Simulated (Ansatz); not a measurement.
# GeTe (alpha-GeTe type, space group R3m), energy against volume

GeTe (alpha-GeTe type, space group R3m)

```yaml
crystal:
  lattice:
    - [2.11355, 1.22026, 3.64003]
    - [-2.11355, 1.22026, 3.64003]
    - [0.00000, -2.44052, 3.64003]
  atoms:
    - { symbol: Ge, position: [0.23425, 0.23425, 0.23425] }
    - { symbol: Te, position: [0.76575, 0.76575, 0.76575] }
```

The volume is varied about the relaxed value V₀ at fixed cell shape. The atoms relax within the cell's symmetry.

Calculation: PBE (plane waves to 420 eV, PAW, scalar-relativistic; Ansatz, an electronic-structure program). k mesh 10×10×10 (Γ-centred), Fermi-Dirac smearing 0.05 eV. Energies are smeared free energies. Stress and pressure are positive under compression. With the shape held, the modulus is that of even scaling; a crystal free to change shape is softer. GeTe was relaxed with its symmetry unable to fall. Spin-orbit coupling is left out, though Te is heavy. The PAW data are Ansatz's earlier set. The zero of ΔE is the relaxed starting cell.

| V (Å³/cell) | ΔE (eV/atom) | P (GPa) |
|---|---|---|
| 47.32 | 0.112 | 9.3 |
| 49.12 | 0.067 | 6.7 |
| 50.92 | 0.035 | 4.6 |
| 52.72 | 0.015 | 2.8 |
| 54.53 | 0.003 | 1.2 |
| 56.33 | 0.000 | 0.0 |
| 58.13 | 0.003 | -1.0 |
| 59.93 | 0.011 | -1.8 |
| 61.74 | 0.024 | -2.6 |
| 63.54 | 0.040 | -3.1 |
| 65.34 | 0.059 | -3.6 |

Summary:

```
Quantity                                                                      Result
---------------------------------------------------------------------  -------------
Pressure at the smallest volume                                              9.3 GPa
Energy cost of the largest compression                                  112 meV/atom
Energy cost of the largest expansion                                     59 meV/atom
Bulk modulus at fixed cell shape B₀ (third-order Birch-Murnaghan fit)       35.2 GPa
Pressure derivative B₀′ (fit)                                                    4.9
Equilibrium volume of the fit                                          28.17 Å³/atom
Pressure for 5 % compression (fit)                                           2.0 GPa
```

(A scan under strain: stresses follow from slopes of the energy per volume, elastic moduli from its curvatures.)
